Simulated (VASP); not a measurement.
# RbBr (Fm-3m) in VASP: notebook

The runs below take RbBr through single point, with r2SCAN.

Program: VASP 6.6.1. These are calculated values, not measurements. Logs are shortened: lines on timing, memory, paths and dates and some standing lists are left out, and cuts for length are marked.

**1. Starting point**

Symmetry: Fm-3m, No. 225, cubic system. Conventional cell: a = 6.854 Å, b = 6.854 Å, c = 6.854 Å, α = 90.00°, β = 90.00°, γ = 90.00°. Rb (site symmetry m-3m) is surrounded by 6 Br at 3.43 Å. Br (site symmetry m-3m) has 6 Rb at 3.43 Å as nearest neighbours.

**2. Single point, r2SCAN**

INCAR reads:

```
PREC     = Accurate       # precision mode
ENCUT    = 500            # plane-wave cutoff, eV
EDIFF    = 1E-6           # SCF threshold, eV
ISMEAR   = 0              # smearing method
SIGMA    = 0.05           # smearing width, eV
LREAL    = False          # projectors in reciprocal space
LASPH    = True           # aspherical terms in the spheres
NELM     = 100            # most SCF steps
ALGO     = Normal         # electronic algorithm
ISIF     = 2              # what is computed and relaxed
LWAVE    = False          # write WAVECAR
LCHARG   = False          # write CHGCAR
METAGGA  = R2SCAN         # meta-GGA
LMIXTAU  = True         
NBANDS   = 15             # bands
ADDGRID  = False
```

KPOINTS reads:

```
Automatic mesh
0
Gamma
  3 3 3
```

POSCAR reads:

```
RbBr
1.0
    0.0000000000      3.4270000000      3.4270000000
    3.4270000000      0.0000000000      3.4270000000
    3.4270000000      3.4270000000      0.0000000000
Rb Br
1 1
Direct
    0.0000000000      0.0000000000      0.0000000000
    0.5000000000      0.5000000000      0.5000000000
```

Potentials or basis: VASP PAW PBE potentials, release 64 (Rb_sv, Br).

Started as:

```console
$ cat potpaw_PBE.64/Rb_sv/POTCAR potpaw_PBE.64/Br/POTCAR > POTCAR
$ mpirun -np 1 vasp_std > vasp.out
```

OUTCAR:

```text
PREC = Accurate
   ENCUT = 500
   EDIFF = 1E-6
   ISMEAR = 0
   LREAL = False
   LASPH = True
   NELM = 100
   ISIF = 2
   METAGGA = R2SCAN

 Found      4 irreducible k-points:

 Following reciprocal coordinates:
            Coordinates               Weight
  0.000000  0.000000  0.000000      1.000000
  0.333333  0.000000  0.000000      8.000000
  0.333333  0.333333  0.000000      6.000000
 -0.333333  0.333333  0.000000     12.000000
   k-points           NKPTS =      4   k-points in BZ     NKDIM =      4   number of bands    NBANDS=     15
   number of dos      NEDOS =    301   number of ions     NIONS =      2
   total plane-waves  NPLWV =  46656
   dimension x,y,z NGX =    36 NGY =   36 NGZ =   36
   dimension x,y,z NGXF=    72 NGYF=   72 NGZF=   72
   ions per type =               1   1
   NGX,Y,Z   is equivalent  to a cutoff of  12.35, 12.35, 12.35 a.u.
   NGXF,Y,Z  is equivalent  to a cutoff of  24.70, 24.70, 24.70 a.u.
 SYSTEM =  unknown system
   PREC   = accura    normal or accurate (medium, high low for compatibility)
   ISTART =      0    job   : 0-new  1-cont  2-samecut
   ICHARG =      2    charge: 1-file 2-atom 10-const
   ISPIN  =      1    spin polarized calculation?
   LNONCOLLINEAR =      F non collinear calculations
   LSORBIT =      F    spin-orbit coupling
   LASPH  =      T    aspherical Exc in radial PAW
   ENCUT  =  500.0 eV  36.75 Ry    6.06 a.u.   8.84  8.84  8.84*2*pi/ulx,y,z
   NELM   =    100;   NELMIN=  2; NELMDL= -5     # of ELM steps
   EDIFF  = 0.1E-05   stopping-criterion for ELM
   LREAL  =      F    real-space projection
   EDIFFG = 0.1E-04   stopping-criterion for IOM
   NSW    =      0    number of steps for IOM
   IBRION =     -1    ionic relax: 0-MD 1-quasi-New 2-CG
   NFREE  =      0    steps in history (QN), initial steepest desc. (CG)
   ISIF   =      2    stress and relaxation
   ISYM   =      2    0-nonsym 1-usesym 2-fastsym
   POTIM  = 0.5000    time-step for ionic-motion
   TEBEG  =    0.0;   TEEND  =   0.0 temperature during run
   PSTRESS=    0.0 pullay stress
   NELECT =      16.0000    total number of electrons
   NUPDOWN=      -1.0000    fix difference up-down
   EMIN   =  10.00;   EMAX   =-10.00  energy-range for DOS
   EFERMI =   0.00;   METHOD = LEGACY
   ISMEAR =     0;   SIGMA  =   0.05  broadening in eV -4-tet -1-fermi 0-gaus
   EFERMI_NEDOS =   21; number of points for ismear=-14 and -15
   IALGO  =     38    algorithm
   IMIX   =      4    mixing-type and parameters
     AMIX     =   0.40;   BMIX     =  1.00
     AMIX_MAG =   1.60;   BMIX_MAG =  1.00
  volume/ion in A,a.u.               =      40.25       271.61
  Fermi-wavevector in a.u.,A,eV,Ry     =   0.955412  1.805467 12.419564  0.912812
  Thomas-Fermi vector in A             =   2.084247
   LORBIT       =      0    0 simple, 1 ext, 2 COOP (PROOUT), +10 PAW based schemes
   METAGGA = R2SCAN    functional components
   LHFCALC =     F    Hartree Fock is set to
   AEXX    =    0.0000 exact exchange contribution
   IVDW    =     0    specifies the selected vdW correction
   LEPSILON=     F    determine dielectric tensor
   LRPA    =     F    only Hartree local field effects (RPA)
 non-spin polarized calculation
 Gauss-broadening in eV      SIGMA  =   0.05
  energy-cutoff  :      500.00
  volume of cell :       80.50
 maximum number of plane-waves:      2085
   NGX = 17   NGY = 17   NGZ = 17

 number of electron      15.9999999 magnetization

 Free energy of the ion-electron system (eV)
  ---------------------------------------------------
  ext. energy  EPLUGINS =         0.00000000
  ---------------------------------------------------
  free energy    TOTEN  =       -31.14902910 eV

  energy without entropy =      -31.14902910  energy(sigma->0) =      -31.14902910

 E-fermi :  -1.8784     XC(G=0):  -7.6305

 val. band max:       -2.1553108875   @ k =   0.0000   0.0000   0.0000
 cond. band min:       2.8123490625   @ k =   0.0000   0.0000   0.0000
 fundamental gap:      4.9676599500
 Fermi energy:        -1.8783557273

 k-point     1 :       0.0000    0.0000    0.0000
  band No.  band energies     occupation
      1     -27.3144      2.00000
      2     -14.7678      2.00000
      3     -10.8437      2.00000
      4     -10.8437      2.00000
      5     -10.8437      2.00000
      6      -2.1553      2.00000
      7      -2.1553      2.00000
      8      -2.1553      2.00000
      9       2.8123      0.00000
     10       5.7227      0.00000
     11       5.7228      0.00000
     12       5.7228      0.00000
     13       6.7925      0.00000
     14       6.7925      0.00000
     15       9.1832      0.00000

 k-point     2 :       0.3333    0.0000    0.0000
  band No.  band energies     occupation
      1     -27.3071      2.00000
      2     -14.7996      2.00000
      3     -10.8484      2.00000
      4     -10.8484      2.00000
      5     -10.8031      2.00000
      6      -2.9232      2.00000
      7      -2.4217      2.00000
      8      -2.4217      2.00000
      9       4.6487      0.00000
     10       5.6780      0.00000
     11       7.0202      0.00000
     12       7.0202      0.00000
     13       8.2485      0.00000
     14       8.2485      0.00000
     15      10.2874      0.00000

 k-point     3 :       0.3333    0.3333    0.0000
  band No.  band energies     occupation
      1     -27.3050      2.00000
      2     -14.7484      2.00000
      3     -10.9088      2.00000
      4     -10.8972      2.00000
      5     -10.8972      2.00000
      6      -2.7686      2.00000
      7      -2.2892      2.00000
      8      -2.2892      2.00000
      9       4.2108      0.00000
     10       4.8708      0.00000
     11       7.5541      0.00000
     12       8.2138      0.00000
     13       8.2814      0.00000
     14       8.2814      0.00000
     15       9.5326      0.00000

 k-point     4 :      -0.3333    0.3333    0.0000
  band No.  band energies     occupation
      1     -27.3025      2.00000
      2     -14.7584      2.00000
      3     -10.9723      2.00000
      4     -10.8759      2.00000
      5     -10.8465      2.00000
      6      -2.7861      2.00000
      7      -2.5255      2.00000
      8      -2.4628      2.00000
      9       5.0913      0.00000
     10       6.0964      0.00000
     11       7.1941      0.00000
     12       7.4773      0.00000
     13       8.1096      0.00000
     14       9.2531      0.00000
     15      10.2805      0.00000

------------------------ aborting loop because EDIFF is reached ----------------------------------------

  FORCE on cell =-STRESS in cart. coord.  units (eV):
  Direction    XX          YY          ZZ          XY          YZ          ZX
  --------------------------------------------------------------------------------------
  -------------------------------------------------------------------------------------
  Total        0.2570167      0.2570167      0.2570167     -0.0000000     -0.0000000     -0.0000000
  in kB        5.1156364      5.1156364      5.1156364     -0.0000000     -0.0000000     -0.0000000
  external PRESSURE =       5.1156364 kB  Pullay stress =       0.0000000 kB

 VOLUME and BASIS-vectors are now :
 -----------------------------------------------------------------------------
  energy-cutoff  :      500.00
  volume of cell :       80.50
      direct lattice vectors                 reciprocal lattice vectors
     0.000000000  3.427000000  3.427000000    -0.145900204  0.145900204  0.145900204
     3.427000000  0.000000000  3.427000000     0.145900204 -0.145900204  0.145900204
     3.427000000  3.427000000  0.000000000     0.145900204  0.145900204 -0.145900204

 POSITION                                       TOTAL-FORCE (eV/Angst)
 -----------------------------------------------------------------------------------
      0.00000      0.00000      0.00000         0.000000     -0.000000     -0.000000
      3.42700      3.42700      3.42700        -0.000000      0.000000      0.000000
 -----------------------------------------------------------------------------------
    total drift:                                0.000000      0.000000      0.000000

  FREE ENERGIE OF THE ION-ELECTRON SYSTEM (eV)
  ---------------------------------------------------
  free  energy   TOTEN  =       -31.1490291026 eV

  energy  without entropy=      -31.1490291026  energy(sigma->0) =      -31.14902910
```

Run time: 35 s. Hardware: 1 thread of Intel Xeon Platinum 8375C at 2.90GHz (Ice Lake), shared host; peak memory 0.21 GiB.

The run converged, but some of its settings lie outside the range that counts as converged, so its numbers aren't taken as properties of the crystal.

What came out:

| Item | Value |
| --- | --- |
| Free energy | -31.1490 eV |
| Pressure | 0.5 GPa |
| Band gap on the k mesh | 4.97 eV, direct |

Caveat: the k mesh is coarse (spacing up to 0.53 Å⁻¹), so the values aren't converged; the PAW data sets were made with another functional, which shifts forces and pressure a little.

**3. Single point, r2SCAN**

INCAR is that of step 2.

KPOINTS is that of step 2.

POSCAR reads:

```
RbBr
1.0
    0.0000000000      3.4270000000      3.4270000000
    3.4270000000      0.0000000000      3.4270000000
    3.4270000000      3.4270000000      0.0000000000
Rb Br
1 1
Direct
   -0.0027730000      0.0260310000     -0.0127250000
    0.5081730000      0.5251300000      0.4723360000
```

Potentials or basis: VASP PAW PBE potentials, release 64 (Rb_sv, Br).

Started as:

```console
$ cat potpaw_PBE.64/Rb_sv/POTCAR potpaw_PBE.64/Br/POTCAR > POTCAR
$ mpirun -np 1 vasp_std > vasp.out
```

It took 87 s on 1 thread of Intel Xeon Platinum 8375C at 2.90GHz (Ice Lake), shared host; peak memory 0.22 GiB.

The run converged, but some of its settings lie outside the range that counts as converged, so its numbers aren't taken as properties of the crystal.

Results:

```yaml
Free_energy: -31.1461 eV
Pressure: 0.5 GPa
Largest_force: 0.090 eV/Å
Band_gap_on_the_k_mesh: 4.97 eV, direct
```

Caveat: the k mesh is coarse (spacing up to 0.53 Å⁻¹), so the values aren't converged; the PAW data sets were made with another functional, which shifts forces and pressure a little.

**4. Single point, r2SCAN**

Edit INCAR of step 3 so:

```diff
@@ -1,3 +1,3 @@
 PREC     = Accurate       # precision mode
-ENCUT    = 500            # plane-wave cutoff, eV
+ENCUT    = 600            # plane-wave cutoff, eV
 EDIFF    = 1E-6           # SCF threshold, eV
```

KPOINTS is that of step 3.

POSCAR reads:

```
RbBr
1.0
    0.0000000000      3.4270000000      3.4270000000
    3.4270000000      0.0000000000      3.4270000000
    3.4270000000      3.4270000000      0.0000000000
Rb Br
1 1
Direct
    0.0000000000      0.0000000000      0.0000000000
    0.5000000000      0.5000000000      0.5000000000
```

Started as:

```console
$ cat potpaw_PBE.64/Rb_sv/POTCAR potpaw_PBE.64/Br/POTCAR > POTCAR
$ mpirun -np 1 vasp_std > vasp.out
```

Wall time 54 s (1 thread of Intel Xeon Platinum 8375C at 2.90GHz (Ice Lake), shared host); peak memory 0.26 GiB.

The run converged, but some of its settings lie outside the range that counts as converged, so its numbers aren't taken as properties of the crystal.

Results:

- Free energy: -31.1495 eV
- Pressure: 0.5 GPa
- Band gap on the k mesh: 4.97 eV, direct

Caveat: the k mesh is coarse (spacing up to 0.53 Å⁻¹), so the values aren't converged; the PAW data sets were made with another functional, which shifts forces and pressure a little.

**5. For comparison**

An earlier run on the cell as given: functional PBE; potentials or basis VASP PAW PBE potentials, release 64 (Rb_sv, Br); cutoff 520 eV; k mesh 7 × 7 × 7; occupations fermi-dirac, width 0.05 eV; no spin polarisation.

- Pressure: 1.0 GPa
- Band gap on the k mesh: 4.36 eV, direct
